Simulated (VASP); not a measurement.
# GaP (F-43m) in VASP: settings compared

One crystal, GaP, is run at these levels: PBEsol, RPBE, revPBE, BLYP, AM05; tasks: relaxation of cell and atoms.

Program: VASP 6.6.1. These are calculated values, not measurements. Logs are shortened: lines on timing, memory, paths and dates and some standing lists are left out, and cuts for length are marked.

### Step 1. The crystal as given

Symmetry: F-43m, No. 216, cubic system. The conventional cell has a = 5.451 Å, b = 5.451 Å, c = 5.451 Å, α = 90.00°, β = 90.00°, γ = 90.00°. Around Ga (site symmetry -43m) lie 4 P at 2.36 Å. P (site symmetry -43m) has 4 Ga at 2.36 Å as nearest neighbours.

### Step 2. Relaxation of cell and atoms, PBEsol

INCAR reads:

```
SYSTEM = GaP
PREC     = Accurate       ! precision mode
ENCUT    = 600            ! plane-wave cutoff, eV
EDIFF    = 1E-7           ! SCF threshold, eV
ISMEAR   = -1             ! smearing method
SIGMA    = 0.05           ! smearing width, eV
LREAL    = .FALSE.        ! projectors in reciprocal space
LASPH    = .TRUE.         ! aspherical terms in the spheres
NELM     = 80             ! most SCF steps
ALGO     = Normal         ! electronic algorithm
ISIF     = 3              ! what is computed and relaxed
LWAVE    = .FALSE.        ! write WAVECAR
LCHARG   = .FALSE.        ! write CHGCAR
GGA      = PS             ! functional
IBRION   = 2              ! ionic algorithm
NSW      = 40             ! ionic steps
EDIFFG   = -0.01          ! ionic threshold
```

KPOINTS reads:

```
regular mesh
0
G
  8 8 8
  0 0 0
```

POSCAR reads:

```
GaP
1.0
    0.0000000000      2.7252500000      2.7252500000
    2.7252500000      0.0000000000      2.7252500000
    2.7252500000      2.7252500000      0.0000000000
Ga P
1 1
Direct
    0.0000000000      0.0000000000      0.0000000000
    0.7500000000      0.7500000000      0.7500000000
```

Potentials or basis: VASP PAW PBE potentials, release 64 (Ga_d, P).

Run with:

```
cat potpaw_PBE.64/Ga_d/POTCAR potpaw_PBE.64/P/POTCAR > POTCAR
mpirun -np 1 vasp_std > vasp.out
```

OUTCAR:

```text
SYSTEM = GaP
   PREC = Accurate
   ENCUT = 600
   EDIFF = 1E-7
   ISMEAR = -1
   LREAL = .FALSE.
   LASPH = .TRUE.
   NELM = 80
   ISIF = 3
   GGA = PS
   IBRION = 2
   NSW = 40
   EDIFFG = -0.01

 ion  position               nearest neighbor table
   1  0.000  0.000  0.000-   2 2.36   2 2.36   2 2.36   2 2.36
   2  0.750  0.750  0.750-   1 2.36   1 2.36   1 2.36   1 2.36

  LATTYP: Found a face centered cubic cell.
 ALAT       =     5.4505000000

  Lattice vectors:

 A1 = (   0.0000000000,   2.7252500000,   2.7252500000)
 A2 = (   2.7252500000,   0.0000000000,   2.7252500000)
 A3 = (   2.7252500000,   2.7252500000,   0.0000000000)

Analysis of symmetry for initial positions (statically):
=====================================================================
 Subroutine PRICEL returns:
 Original cell was already a primitive cell.

 Routine SETGRP: Setting up the symmetry group for a
 face centered cubic supercell.

 Subroutine GETGRP returns: Found 24 space group operations
 (whereof 24 operations were pure point group operations)
 out of a pool of 48 trial point group operations.

The static configuration has the point symmetry T_d .

Analysis of symmetry for dynamics (positions and initial velocities):
=====================================================================
 Subroutine PRICEL returns:
 Original cell was already a primitive cell.

 Routine SETGRP: Setting up the symmetry group for a
 face centered cubic supercell.

 Subroutine GETGRP returns: Found 24 space group operations
 (whereof 24 operations were pure point group operations)
 out of a pool of 48 trial point group operations.

The dynamic configuration has the point symmetry T_d .

 Subroutine INISYM returns: Found 24 space group operations
 (whereof 24 operations are pure point group operations),
 and found     1 'primitive' translations

----------------------------------------------------------------------------------------

                                     Primitive cell

  volume of cell :      40.4808

  direct lattice vectors                    reciprocal lattice vectors
[... 97 lines left out ...]
   PSTRESS=    0.0 pullay stress
   NELECT =      18.0000    total number of electrons
   NUPDOWN=      -1.0000    fix difference up-down
   EMIN   =  10.00;   EMAX   =-10.00  energy-range for DOS
   EFERMI =   0.00;   METHOD = LEGACY
   ISMEAR =    -1;   SIGMA  =   0.05  broadening in eV -4-tet -1-fermi 0-gaus
   EFERMI_NEDOS =   21; number of points for ismear=-14 and -15
   IALGO  =     38    algorithm
   IMIX   =      4    mixing-type and parameters
     AMIX     =   0.40;   BMIX     =  1.00
     AMIX_MAG =   1.60;   BMIX_MAG =  1.00
  volume/ion in A,a.u.               =      20.24       136.59
  Fermi-wavevector in a.u.,A,eV,Ry     =   1.249538  2.361284 21.243377  1.561344
  Thomas-Fermi vector in A             =   2.383574
   LORBIT       =      0    0 simple, 1 ext, 2 COOP (PROOUT), +10 PAW based schemes
   GGA     = PS    functional components
   LHFCALC =     F    Hartree Fock is set to
   AEXX    =    0.0000 exact exchange contribution
   IVDW    =     0    specifies the selected vdW correction
   LEPSILON=     F    determine dielectric tensor
   LRPA    =     F    only Hartree local field effects (RPA)
 conjugate gradient relaxation of ions
 non-spin polarized calculation
  energy-cutoff  :      600.00
  volume of cell :       40.48
 maximum number of plane-waves:      1365
   NGX = 15   NGY = 15   NGZ = 15

--------------------------------------- Ionic step        1  -------------------------------------------

 number of electron      18.0000003 magnetization

 Free energy of the ion-electron system (eV)
  ---------------------------------------------------
  ext. energy  EPLUGINS =         0.00000000
  ---------------------------------------------------
  free energy    TOTEN  =        -9.92055564 eV

  energy without entropy =       -9.92055563  energy(sigma->0) =       -9.92055563

------------------------ aborting loop because EDIFF is reached ----------------------------------------

  FORCE on cell =-STRESS in cart. coord.  units (eV):
  Direction    XX          YY          ZZ          XY          YZ          ZX
  --------------------------------------------------------------------------------------
  -------------------------------------------------------------------------------------
  Total       -0.1581102     -0.1581102     -0.1581102     -0.0000000     -0.0000000     -0.0000000
  in kB       -6.2577977     -6.2577977     -6.2577977     -0.0000000     -0.0000000     -0.0000000
  external PRESSURE =      -6.2577977 kB  Pullay stress =       0.0000000 kB
[... 59 lines left out ...]
--------------------------------------- Ionic step        3  -------------------------------------------

 number of electron      18.0000006 magnetization

 Free energy of the ion-electron system (eV)
  ---------------------------------------------------
  ext. energy  EPLUGINS =         0.00000000
  ---------------------------------------------------
  free energy    TOTEN  =        -9.92115720 eV

  energy without entropy =       -9.92115719  energy(sigma->0) =       -9.92115720

 E-fermi :   5.3713     XC(G=0): -10.0553

 val. band max:        4.6460669524   @ k =   0.0000   0.0000   0.0000
 cond. band min:       6.1470996249   @ k =   0.5000   0.5000   0.0000
 fundamental gap:      1.5010326724
 Fermi energy:         5.3712600963

 k-point     1 :       0.0000    0.0000    0.0000
  band No.  band energies     occupation
      1      -9.9087      2.00000
      2      -9.9087      2.00000
      3      -9.9087      2.00000
      4      -9.8056      2.00000
      5      -9.8056      2.00000
      6      -7.9353      2.00000
      7       4.6461      2.00000
      8       4.6461      2.00000
      9       4.6461      2.00000
     10       6.4587      0.00000
     11       8.4707      0.00000
     12       8.4707      0.00000
     13       8.4707      0.00000
[... 354 lines left out ...]
  band No.  band energies     occupation
      1      -9.9999      2.00000
      2      -9.8769      2.00000
      3      -9.8642      2.00000
      4      -9.8112      2.00000
      5      -9.7981      2.00000
      6      -5.4049      2.00000
      7      -1.8636      2.00000
      8       1.3773      2.00000
      9       2.6633      2.00000
     10       8.0613      0.00000
     11       8.8341      0.00000
     12      11.0773      0.00000
     13      12.5061      0.00000

 [... further k-points ...]
[... 5 lines left out ...]
  --------------------------------------------------------------------------------------
  -------------------------------------------------------------------------------------
  Total       -0.0010519     -0.0010519     -0.0010519     -0.0000000      0.0000000      0.0000000
  in kB       -0.0419478     -0.0419478     -0.0419478     -0.0000000      0.0000000      0.0000000
  external PRESSURE =      -0.0419478 kB  Pullay stress =       0.0000000 kB
[... 17 lines left out ...]
  FREE ENERGIE OF THE ION-ELECTRON SYSTEM (eV)
  ---------------------------------------------------
  free  energy   TOTEN  =        -9.9211572019 eV

  energy  without entropy=       -9.9211571917  energy(sigma->0) =       -9.92115720

 reached required accuracy - stopping structural energy minimisation
```

It took 24 s on 1 thread of AMD EPYC 9R45 (Zen 5), shared host; peak memory 0.16 GiB.

Results:

| Property | Result |
| --- | --- |
| Free energy | -9.9212 eV |
| Relaxed volume | 20.09 Å³/atom |
| Relaxed cell | a = 3.844 Å, b = 3.844 Å, c = 3.844 Å, α = 60.00°, β = 60.00°, γ = 60.00° |
| Space group after relaxing (to 0.05 Å) | F-43m (No. 216) |
| Energy gained by relaxing | 0.3 meV/atom |
| Ionic steps | 3 |
| Pressure after relaxing | 0.0 GPa |
| Band gap on the k mesh | 1.50 eV, indirect (least direct gap 1.81 eV) |

The path:
```
step  energy change (eV)  largest force (eV/Å)  pressure (GPa)  volume (Å³)
   1              0.0000                0.0000           -0.63        40.48
   2             -0.0004                0.0000            0.36        40.02
   3             -0.0006                0.0000            0.00        40.18
```

Final structure:
```yaml
crystal:
  lattice:
    - [0.00000, 2.71839, 2.71839]
    - [2.71839, 0.00000, 2.71839]
    - [2.71839, 2.71839, 0.00000]
  atoms:
    - { symbol: Ga, position: [0.00000, 0.00000, 0.00000] }
    - { symbol: P, position: [0.75000, 0.75000, 0.75000] }
```

Levels at points of the mesh, in eV from the valence-band top:
```
           k point  band 5  band 6  band 7  band 8  band 9  band 10  band 11  band 12  band 13
(0.00, 0.00, 0.00)  -14.45  -12.58    0.00    0.00    0.00     1.81     3.82     3.82     3.82
(0.50, 0.00, 0.00)  -14.44  -10.47   -6.74   -1.14   -1.14     1.61     4.65     4.65     8.10
(0.50, 0.50, 0.00)  -14.43   -9.54   -6.84   -2.74   -2.74     1.50     1.71    10.61    10.61
```

Caveat: the PAW data sets were made with another functional, which shifts forces and pressure a little. A k mesh can miss the band edges.

### Step 3. Relaxation of cell and atoms, RPBE

INCAR, as its differences from that of step 2:

```diff
@@ -13,3 +13,3 @@
 LCHARG   = .FALSE.        ! write CHGCAR
-GGA      = PS             ! functional
+GGA      = RP             ! functional
 IBRION   = 2              ! ionic algorithm
```

KPOINTS is that of step 2.

POSCAR is that of step 2.

Potentials or basis: VASP PAW PBE potentials, release 64 (Ga_d, P).

Run with:

```
cat potpaw_PBE.64/Ga_d/POTCAR potpaw_PBE.64/P/POTCAR > POTCAR
mpirun -np 1 vasp_std > vasp.out
```

It took 29 s on 1 thread of AMD EPYC 9R45 (Zen 5), shared host; peak memory 0.16 GiB.

It converged, with:

| Quantity | Value |
| --- | --- |
| Free energy | -8.4601 eV |
| Relaxed volume | 21.41 Å³/atom |
| Relaxed cell | a = 3.927 Å, b = 3.927 Å, c = 3.927 Å, α = 60.00°, β = 60.00°, γ = 60.00° |
| Space group after relaxing (to 0.05 Å) | F-43m (No. 216) |
| Energy gained by relaxing | 15.5 meV/atom |
| Ionic steps | 3 |
| Pressure after relaxing | 0.0 GPa |
| Band gap on the k mesh | 1.50 eV, direct |

The path:
```
step  energy change (eV)  largest force (eV/Å)  pressure (GPa)  volume (Å³)
   1              0.0000                0.0000            4.50        40.48
   2             -0.0252                0.0000           -1.64        43.90
   3             -0.0310                0.0000           -0.01        42.81
```

Final structure:
```
Ga P
1.0
     0.00000    2.77656    2.77656
     2.77656    0.00000    2.77656
     2.77656    2.77656    0.00000
Ga P
1 1
Direct
  0.00000 0.00000 0.00000
  0.75000 0.75000 0.75000
```

Levels at points of the mesh, in eV from the valence-band top:
| k point | band 5 | band 6 | band 7 | band 8 | band 9 | band 10 | band 11 | band 12 | band 13 |
| --- | --- | --- | --- | --- | --- | --- | --- | --- | --- |
| (0.00, 0.00, 0.00) | -14.38 | -12.05 | 0.00 | 0.00 | 0.00 | 1.50 | 3.93 | 3.93 | 3.93 |
| (0.50, 0.00, 0.00) | -14.37 | -10.18 | -6.27 | -1.03 | -1.03 | 1.60 | 4.76 | 4.76 | 8.35 |
| (0.50, 0.50, 0.00) | -14.36 | -9.36 | -6.45 | -2.48 | -2.48 | 1.88 | 1.95 | 10.23 | 10.23 |

Caveat: the PAW data sets were made with another functional, which shifts forces and pressure a little. RPBE gaps usually lie below the measured ones, often by a third to a half.

### Step 4. Relaxation of cell and atoms, revPBE

INCAR, as its differences from that of step 3:

```diff
@@ -13,3 +13,3 @@
 LCHARG   = .FALSE.        ! write CHGCAR
-GGA      = RP             ! functional
+GGA      = RE             ! functional
 IBRION   = 2              ! ionic algorithm
```

KPOINTS is that of step 3.

POSCAR is that of step 3.

Run with:

```
cat potpaw_PBE.64/Ga_d/POTCAR potpaw_PBE.64/P/POTCAR > POTCAR
mpirun -np 1 vasp_std > vasp.out
```

Wall time 28 s (1 thread of AMD EPYC 9R45 (Zen 5), shared host); peak memory 0.16 GiB.

The run converged. Its results:

```
Free energy                            : -8.5530 eV
Relaxed volume                         : 21.25 Å³/atom
Relaxed cell                           : a = 3.917 Å, b = 3.917 Å, c = 3.917 Å, α = 60.00°, β = 60.00°, γ = 60.00°
Space group after relaxing (to 0.05 Å) : F-43m (No. 216)
Energy gained by relaxing              : 11.8 meV/atom
Ionic steps                            : 3
Pressure after relaxing                : 0.0 GPa
Band gap on the k mesh                 : 1.53 eV, direct
```

The path:
```
step  energy change (eV)  largest force (eV/Å)  pressure (GPa)  volume (Å³)
   1              0.0000                0.0000            3.94        40.48
   2             -0.0190                0.0000           -1.53        43.46
   3             -0.0237                0.0000            0.00        42.50
```

Final structure:
```yaml
crystal:
  lattice:
    - [0.00000, 2.76983, 2.76983]
    - [2.76983, 0.00000, 2.76983]
    - [2.76983, 2.76983, 0.00000]
  atoms:
    - { symbol: Ga, position: [0.00000, 0.00000, 0.00000] }
    - { symbol: P, position: [0.75000, 0.75000, 0.75000] }
```

Levels at points of the mesh, in eV from the valence-band top:
```tsv
k point	band 7	band 8	band 9	band 10	band 11	band 12
(0.00, 0.00, 0.00)	0.00	0.00	0.00	1.53	3.92	3.92
(0.50, 0.00, 0.00)	-6.33	-1.04	-1.04	1.60	4.75	4.75
(0.50, 0.50, 0.00)	-6.50	-2.51	-2.51	1.83	1.92	10.27
```

Caveat: the PAW data sets were made with another functional, which shifts forces and pressure a little. A k mesh can miss the band edges.

### Step 5. Relaxation of cell and atoms, BLYP

INCAR, as its differences from that of step 4:

```diff
@@ -13,3 +13,7 @@
 LCHARG   = .FALSE.        ! write CHGCAR
-GGA      = RE             ! functional
+GGA      = B5             ! functional
+ALDAX    = 1.0          
+AGGAX    = 1.0          
+AGGAC    = 1.0          
+ALDAC    = 0.0          
 IBRION   = 2              ! ionic algorithm
```

KPOINTS is that of step 4.

POSCAR is that of step 4.

Run with:

```
cat potpaw_PBE.64/Ga_d/POTCAR potpaw_PBE.64/P/POTCAR > POTCAR
mpirun -np 1 vasp_std > vasp.out
```

Run time: 62 s. Hardware: 1 thread of AMD EPYC 9R45 (Zen 5), shared host; peak memory 0.15 GiB.

The run converged. Its results:

```yaml
Free_energy: -7.8117 eV
Relaxed_volume: 21.97 Å³/atom
Relaxed_cell: a = 3.961 Å, b = 3.961 Å, c = 3.961 Å, α = 60.00°, β = 60.00°, γ = 60.00°
Space_group_after_relaxing_to_0.05_Å: F-43m (No. 216)
Energy_gained_by_relaxing: 32.1 meV/atom
Ionic_steps: 3
Pressure_after_relaxing: 0.0 GPa
Band_gap_on_the_k_mesh: 1.05 eV, direct
```

Step by step:
```tsv
step	energy change (eV)	largest force (eV/Å)	pressure (GPa)	volume (Å³)
1	0.0000	0.0000	6.42	40.48
2	-0.0548	0.0000	-2.01	45.42
3	-0.0643	0.0000	-0.01	43.93
```

Final structure:
```
Ga P
1.0
     0.00000    2.80058    2.80058
     2.80058    0.00000    2.80058
     2.80058    2.80058    0.00000
Ga P
1 1
Direct
  0.00000 0.00000 0.00000
  0.75000 0.75000 0.75000
```

Levels at points of the mesh, in eV from the valence-band top:
| k point | band 6 | band 7 | band 8 | band 9 | band 10 | band 11 | band 12 | band 13 |
| --- | --- | --- | --- | --- | --- | --- | --- | --- |
| (0.00, 0.00, 0.00) | -11.89 | 0.00 | 0.00 | 0.00 | 1.05 | 3.94 | 3.94 | 3.94 |
| (0.50, 0.00, 0.00) | -10.11 | -6.17 | -1.00 | -1.00 | 1.42 | 4.81 | 4.81 | 8.27 |
| (0.50, 0.50, 0.00) | -9.32 | -6.41 | -2.38 | -2.38 | 1.97 | 1.97 | 9.94 | 9.94 |

Caveat: the PAW data sets were made with another functional, which shifts forces and pressure a little.

### Step 6. Relaxation of cell and atoms, AM05

INCAR, as its differences from that of step 5:

```diff
@@ -13,7 +13,3 @@
 LCHARG   = .FALSE.        ! write CHGCAR
-GGA      = B5             ! functional
-ALDAX    = 1.0          
-AGGAX    = 1.0          
-AGGAC    = 1.0          
-ALDAC    = 0.0          
+GGA      = AM             ! functional
 IBRION   = 2              ! ionic algorithm
```

KPOINTS is that of step 5.

POSCAR is that of step 5.

Potentials or basis: VASP PAW PBE potentials, release 64 (Ga_d, P).

Run with:

```
cat potpaw_PBE.64/Ga_d/POTCAR potpaw_PBE.64/P/POTCAR > POTCAR
mpirun -np 1 vasp_std > vasp.out
```

Wall time 30 s (1 thread of AMD EPYC 9R45 (Zen 5), shared host); peak memory 0.16 GiB.

It converged, with:

```yaml
Free_energy: -9.4539 eV
Relaxed_volume: 20.14 Å³/atom
Relaxed_cell: a = 3.848 Å, b = 3.848 Å, c = 3.848 Å, α = 60.00°, β = 60.00°, γ = 60.00°
Space_group_after_relaxing_to_0.05_Å: F-43m (No. 216)
Energy_gained_by_relaxing: 0.1 meV/atom
Ionic_steps: 3
Pressure_after_relaxing: 0.0 GPa
Band_gap_on_the_k_mesh: 1.59 eV, indirect (least direct gap 1.87 eV)
```

The path:
```
step  energy change (eV)  largest force (eV/Å)  pressure (GPa)  volume (Å³)
   1              0.0000                0.0000           -0.39        40.48
   2             -0.0002                0.0000            0.21        40.19
   3             -0.0002                0.0000           -0.02        40.29
```

Final structure:
```
CELL_PARAMETERS angstrom
0.00000 2.72086 2.72086
2.72086 0.00000 2.72086
2.72086 2.72086 0.00000
ATOMIC_POSITIONS crystal
Ga 0.00000 0.00000 0.00000
P 0.75000 0.75000 0.75000
```

Levels at points of the mesh, in eV from the valence-band top:
| k point | band 6 | band 7 | band 8 | band 9 | band 10 | band 11 | band 12 | band 13 |
| --- | --- | --- | --- | --- | --- | --- | --- | --- |
| (0.00, 0.00, 0.00) | -12.53 | 0.00 | 0.00 | 0.00 | 1.87 | 3.84 | 3.84 | 3.84 |
| (0.50, 0.00, 0.00) | -10.43 | -6.69 | -1.14 | -1.14 | 1.66 | 4.68 | 4.68 | 8.25 |
| (0.50, 0.50, 0.00) | -9.51 | -6.81 | -2.72 | -2.72 | 1.61 | 1.77 | 10.60 | 10.60 |

Caveat: the PAW data sets were made with another functional, which shifts forces and pressure a little. Expect the measured gap to be larger: semilocal functionals such as AM05 lack the derivative discontinuity.

### Step 7. Overview

```csv
level,gap on the mesh (eV),pressure (GPa),relaxed volume (Å³/atom)
PBEsol,1.50,0.0,20.09
RPBE,1.50,0.0,21.41
revPBE,1.53,0.0,21.25
BLYP,1.05,0.0,21.97
AM05,1.59,0.0,20.14
```

Alike in all rows: task relaxation of cell and atoms; potentials or basis VASP PAW PBE potentials, release 64 (Ga_d, P); no spin polarisation; cell relaxed; k mesh 8 × 8 × 8; cutoff (eV) 600; smearing fermi-dirac 0.05 eV.

Caveats: the PAW data sets were made with another functional, which shifts forces and pressure a little.

Absolute energies hang on the potentials; compare differences alone.
